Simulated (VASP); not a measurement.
# AlP (F-43m) in VASP: notebook

The runs below take AlP through single point, with PBE.

Program: VASP 6.6.1. These are calculated values, not measurements. Logs are shortened: lines on timing, memory, paths and dates and some standing lists are left out, and cuts for length are marked.

**Experimental background.**

From a printed reference work, data compilation, for a bulk crystal of AlP at 4.2 K: band gap 2.505 eV (indirect).

The results are compared with them further down.

### Step 1. The cell of the first run

The structure is cubic, space group F-43m (No. 216). Conventional cell: a = 5.396 Å, b = 5.396 Å, c = 5.396 Å, α = 90.00°, β = 90.00°, γ = 90.00°. Al (site symmetry -43m) has 4 P at 2.34 Å within 3.1 Å. Within 3.1 Å of P (site symmetry -43m) lie 4 Al at 2.34 Å.

### Step 2. Single point, PBE

The input, INCAR:

```
SYSTEM = AlP
PREC = Accurate ; ENCUT = 500
EDIFF = 1E-6 ; ISMEAR = 0
SIGMA = 0.01 ; LREAL = .False.
LASPH = .True. ; NELM = 120
ALGO = Normal ; ISIF = 2
LWAVE = .False. ; LCHARG = .False.
GGA = PE ; NBANDS = 11
GGA_COMPAT = .False.
```

The input, KPOINTS:

```
regular mesh
0
Gamma
  6 6 6
  0 0 0
```

The input, POSCAR:

```
AlP
1.0
    0.0000000000      2.6979678146      2.6979678146
    2.6979678146      0.0000000000      2.6979678146
    2.6979678146      2.6979678146      0.0000000000
Al P
1 1
Direct
    0.0000000000      0.0000000000      0.0000000000
    0.2500000000      0.2500000000      0.2500000000
```

Potentials or basis: VASP PAW PBE potentials, release 64 (Al, P).

The run is started by

```
$ cat potpaw_PBE.64/Al/POTCAR potpaw_PBE.64/P/POTCAR > POTCAR
$ mpirun -np 1 vasp_std > vasp.out
```

OUTCAR:

```text
SYSTEM = AlP
   PREC = Accurate
   ENCUT = 500
   EDIFF = 1E-6
   ISMEAR = 0
   LREAL = .False.
   LASPH = .True.
   NELM = 120
   ISIF = 2
   GGA = PE

 ion  position               nearest neighbor table
   1  0.000  0.000  0.000-   2 2.34   2 2.34   2 2.34   2 2.34
   2  0.250  0.250  0.250-   1 2.34   1 2.34   1 2.34   1 2.34

  LATTYP: Found a face centered cubic cell.
 ALAT       =     5.3959356292

  Lattice vectors:

 A1 = (   0.0000000000,   2.6979678146,   2.6979678146)
 A2 = (   2.6979678146,   0.0000000000,   2.6979678146)
 A3 = (   2.6979678146,   2.6979678146,   0.0000000000)

Analysis of symmetry for initial positions (statically):
=====================================================================
 Subroutine PRICEL returns:
 Original cell was already a primitive cell.

 Routine SETGRP: Setting up the symmetry group for a
 face centered cubic supercell.

 Subroutine GETGRP returns: Found 24 space group operations
 (whereof 24 operations were pure point group operations)
 out of a pool of 48 trial point group operations.

The static configuration has the point symmetry T_d .

Analysis of symmetry for dynamics (positions and initial velocities):
=====================================================================
 Subroutine PRICEL returns:
 Original cell was already a primitive cell.

 Routine SETGRP: Setting up the symmetry group for a
 face centered cubic supercell.

 Subroutine GETGRP returns: Found 24 space group operations
 (whereof 24 operations were pure point group operations)
 out of a pool of 48 trial point group operations.

The dynamic configuration has the point symmetry T_d .

 Subroutine INISYM returns: Found 24 space group operations
 (whereof 24 operations are pure point group operations),
 and found     1 'primitive' translations

----------------------------------------------------------------------------------------

                                     Primitive cell

  volume of cell :      39.2772

  direct lattice vectors                    reciprocal lattice vectors
     0.000000000  2.697967815  2.697967815    -0.185324672  0.185324672  0.185324672
     2.697967815  0.000000000  2.697967815     0.185324672 -0.185324672  0.185324672
     2.697967815  2.697967815  0.000000000     0.185324672  0.185324672 -0.185324672

  length of vectors
     3.815502674  3.815502674  3.815502674     0.320991748  0.320991748  0.320991748

  position of ions in fractional coordinates (direct lattice)
     0.000000000  0.000000000  0.000000000
     0.250000000  0.250000000  0.250000000

  ion indices of the primitive-cell ions
   primitive index   ion index
                 1           1
                 2           2

----------------------------------------------------------------------------------------

 KPOINTS: regular mesh

Automatic generation of k-mesh.
 Grid dimensions read from file:
 generate k-points for:    6    6    6

 Generating k-lattice:

  Cartesian coordinates                     Fractional coordinates (reciprocal lattice)
    -0.030887445  0.030887445  0.030887445     0.166666667  0.000000000  0.000000000
     0.030887445 -0.030887445  0.030887445     0.000000000  0.166666667  0.000000000
     0.030887445  0.030887445 -0.030887445     0.000000000  0.000000000  0.166666667

  Length of vectors
     0.053498625  0.053498625  0.053498625

  Shift w.r.t. Gamma in fractional coordinates (k-lattice)
     0.000000000  0.000000000  0.000000000

 Subroutine IBZKPT returns following result:
 ===========================================

 Found     16 irreducible k-points:

 Following reciprocal coordinates:
            Coordinates               Weight
  0.000000  0.000000  0.000000      1.000000
  0.166667  0.000000  0.000000      8.000000
  0.333333  0.000000  0.000000      8.000000
  0.500000  0.000000  0.000000      4.000000
  0.166667  0.166667  0.000000      6.000000
  0.333333  0.166667  0.000000     24.000000
[... 8 lines left out ...]
 -0.333333  0.333333  0.166667     24.000000
 -0.333333  0.500000  0.166667     12.000000
   k-points           NKPTS =     16   k-points in BZ     NKDIM =     16   number of bands    NBANDS=     11
   number of dos      NEDOS =    301   number of ions     NIONS =      2
   total plane-waves  NPLWV =  21952
   dimension x,y,z NGX =    28 NGY =   28 NGZ =   28
   dimension x,y,z NGXF=    56 NGYF=   56 NGZF=   56
   ions per type =               1   1
   NGX,Y,Z   is equivalent  to a cutoff of  12.20, 12.20, 12.20 a.u.
   NGXF,Y,Z  is equivalent  to a cutoff of  24.40, 24.40, 24.40 a.u.
 SYSTEM =  AlP
   PREC   = accura    normal or accurate (medium, high low for compatibility)
   ISTART =      0    job   : 0-new  1-cont  2-samecut
   ICHARG =      2    charge: 1-file 2-atom 10-const
   ISPIN  =      1    spin polarized calculation?
   LNONCOLLINEAR =      F non collinear calculations
   LSORBIT =      F    spin-orbit coupling
   LASPH  =      T    aspherical Exc in radial PAW
   ENCUT  =  500.0 eV  36.75 Ry    6.06 a.u.   6.96  6.96  6.96*2*pi/ulx,y,z
   NELM   =    120;   NELMIN=  2; NELMDL= -5     # of ELM steps
   EDIFF  = 0.1E-05   stopping-criterion for ELM
   LREAL  =      F    real-space projection
   EDIFFG = 0.1E-04   stopping-criterion for IOM
   NSW    =      0    number of steps for IOM
   IBRION =     -1    ionic relax: 0-MD 1-quasi-New 2-CG
   NFREE  =      0    steps in history (QN), initial steepest desc. (CG)
   ISIF   =      2    stress and relaxation
   ISYM   =      2    0-nonsym 1-usesym 2-fastsym
   POTIM  = 0.5000    time-step for ionic-motion
   TEBEG  =    0.0;   TEEND  =   0.0 temperature during run
   PSTRESS=    0.0 pullay stress
   NELECT =       8.0000    total number of electrons
   NUPDOWN=      -1.0000    fix difference up-down
   EMIN   =  10.00;   EMAX   =-10.00  energy-range for DOS
   EFERMI =   0.00;   METHOD = LEGACY
   ISMEAR =     0;   SIGMA  =   0.01  broadening in eV -4-tet -1-fermi 0-gaus
   EFERMI_NEDOS =   21; number of points for ismear=-14 and -15
   IALGO  =     38    algorithm
   IMIX   =      4    mixing-type and parameters
     AMIX     =   0.40;   BMIX     =  1.00
     AMIX_MAG =   1.60;   BMIX_MAG =  1.00
  volume/ion in A,a.u.               =      19.64       132.53
  Fermi-wavevector in a.u.,A,eV,Ry     =   0.963218  1.820219 12.623343  0.927790
  Thomas-Fermi vector in A             =   2.092745
   LORBIT       =      0    0 simple, 1 ext, 2 COOP (PROOUT), +10 PAW based schemes
   GGA     = PE    functional components
   LHFCALC =     F    Hartree Fock is set to
   AEXX    =    0.0000 exact exchange contribution
   IVDW    =     0    specifies the selected vdW correction
   LEPSILON=     F    determine dielectric tensor
   LRPA    =     F    only Hartree local field effects (RPA)
 non-spin polarized calculation
 Gauss-broadening in eV      SIGMA  =   0.01
  energy-cutoff  :      500.00
  volume of cell :       39.28
 maximum number of plane-waves:      1018
   NGX = 13   NGY = 13   NGZ = 13

 number of electron       7.9999999 magnetization

 Free energy of the ion-electron system (eV)
  ---------------------------------------------------
  ext. energy  EPLUGINS =         0.00000000
  ---------------------------------------------------
  free energy    TOTEN  =       -10.32743680 eV

  energy without entropy =      -10.32743680  energy(sigma->0) =      -10.32743680

 E-fermi :   4.9660     XC(G=0):  -9.3453

 val. band max:        4.9148651697   @ k =   0.0000   0.0000   0.0000
 cond. band min:       6.4185258409   @ k =   0.5000   0.5000   0.0000
 fundamental gap:      1.5036606712
 Fermi energy:         4.9660071007

 k-point     1 :       0.0000    0.0000    0.0000
  band No.  band energies     occupation
      1      -6.7982      2.00000
      2       4.9149      2.00000
      3       4.9149      2.00000
      4       4.9149      2.00000
      5       8.5259      0.00000
      6       9.5225      0.00000
      7       9.5225      0.00000
      8       9.5225      0.00000
      9      13.7865      0.00000
     10      13.7865      0.00000
     11      15.4556      0.00000

 k-point     2 :       0.1667    0.0000    0.0000
  band No.  band energies     occupation
      1      -6.4824      2.00000
      2       3.0160      2.00000
      3       4.6645      2.00000
      4       4.6645      2.00000
      5       8.7069      0.00000
      6       9.9697      0.00000
      7       9.9697      0.00000
      8      10.7827      0.00000
      9      13.1310      0.00000
     10      13.1310      0.00000
     11      15.9359      0.00000

 k-point     3 :       0.3333    0.0000    0.0000
  band No.  band energies     occupation
      1      -5.6547      2.00000
      2       0.4713      2.00000
      3       4.2834      2.00000
      4       4.2834      2.00000
      5       8.1027      0.00000
      6       9.9888      0.00000
      7       9.9888      0.00000
      8      13.0374      0.00000
      9      14.1200      0.00000
     10      14.1200      0.00000
     11      15.4560      0.00000

 k-point     4 :       0.5000    0.0000    0.0000
  band No.  band energies     occupation
      1      -5.0296      2.00000
      2      -0.7751      2.00000
      3       4.1304      2.00000
      4       4.1304      2.00000
      5       7.8614      0.00000
      6       9.7392      0.00000
      7       9.7392      0.00000
      8      13.2832      0.00000
      9      16.5584      0.00000
     10      16.5584      0.00000
     11      17.0766      0.00000

 k-point     5 :       0.1667    0.1667    0.0000
  band No.  band energies     occupation
      1      -6.3759      2.00000
      2       3.2235      2.00000
      3       4.1389      2.00000
      4       4.1389      2.00000
      5       8.5324      0.00000
      6       9.8107      0.00000
      7      10.8716      0.00000
      8      10.8716      0.00000
      9      12.1197      0.00000
     10      14.3249      0.00000
     11      17.2920      0.00000
[... 99 lines left out ...]
 k-point    13 :       0.5000    0.5000    0.0000
  band No.  band energies     occupation
      1      -4.3290      2.00000
      2      -0.5169      2.00000
      3       2.7378      2.00000
      4       2.7378      2.00000
      5       6.4185      0.00000
      6       7.3658      0.00000
      7      16.2928      0.00000
      8      16.2928      0.00000
      9      17.1444      0.00000
     10      17.1444      0.00000
     11      17.3869      0.00000

 k-point    14 :       0.5000    0.3333    0.1667
  band No.  band energies     occupation
      1      -4.9961      2.00000
      2       0.4111      2.00000
      3       2.1393      2.00000
      4       3.2632      2.00000
      5       8.7817      0.00000
      6       9.8062      0.00000
      7      10.5255      0.00000
      8      13.2919      0.00000
      9      14.4474      0.00000
     10      16.6409      0.00000
     11      18.5725      0.00000

 k-point    15 :      -0.3333    0.3333    0.1667
  band No.  band energies     occupation
      1      -4.5027      2.00000
      2      -0.1896      2.00000
      3       1.6727      2.00000
      4       2.8526      2.00000
      5       8.9725      0.00000
      6       9.9701      0.00000
      7      11.9402      0.00000
      8      12.6664      0.00000
      9      13.9996      0.00000
     10      17.0749      0.00000
     11      18.1006      0.00000

 k-point    16 :      -0.3333    0.5000    0.1667
  band No.  band energies     occupation
      1      -4.2878      2.00000
      2      -0.2311      2.00000
      3       1.8892      2.00000
      4       2.1382      2.00000
      5       8.2175      0.00000
      6       9.2744      0.00000
      7      12.7125      0.00000
      8      13.0721      0.00000
      9      16.4513      0.00000
     10      17.0654      0.00000
     11      18.4856      0.00000

------------------------ aborting loop because EDIFF is reached ----------------------------------------

  FORCE on cell =-STRESS in cart. coord.  units (eV):
  Direction    XX          YY          ZZ          XY          YZ          ZX
  --------------------------------------------------------------------------------------
  -------------------------------------------------------------------------------------
  Total        1.4011720      1.4011720      1.4011720      0.0000000      0.0000000      0.0000000
  in kB       57.1559887     57.1559887     57.1559887      0.0000000      0.0000000      0.0000000
  external PRESSURE =      57.1559887 kB  Pullay stress =       0.0000000 kB

 VOLUME and BASIS-vectors are now :
 -----------------------------------------------------------------------------
  energy-cutoff  :      500.00
  volume of cell :       39.28
      direct lattice vectors                 reciprocal lattice vectors
     0.000000000  2.697967815  2.697967815    -0.185324672  0.185324672  0.185324672
     2.697967815  0.000000000  2.697967815     0.185324672 -0.185324672  0.185324672
     2.697967815  2.697967815  0.000000000     0.185324672  0.185324672 -0.185324672

 POSITION                                       TOTAL-FORCE (eV/Angst)
 -----------------------------------------------------------------------------------
      0.00000      0.00000      0.00000        -0.000000     -0.000000     -0.000000
      1.34898      1.34898      1.34898         0.000000      0.000000      0.000000
 -----------------------------------------------------------------------------------
    total drift:                                0.000000      0.000000      0.000000

  FREE ENERGIE OF THE ION-ELECTRON SYSTEM (eV)
  ---------------------------------------------------
  free  energy   TOTEN  =       -10.3274367972 eV

  energy  without entropy=      -10.3274367972  energy(sigma->0) =      -10.32743680
```

It took 14 s on 1 thread of Intel Xeon 8259CL, shared host; peak memory 0.15 GiB.

Results:

| Quantity | Value |
| --- | --- |
| Free energy | -10.3274 eV |
| Pressure | 5.7 GPa |
| Band gap on the k mesh | 1.50 eV, indirect (least direct gap 3.61 eV) |

A k mesh can miss the band edges.

[end of part 1 of 3]
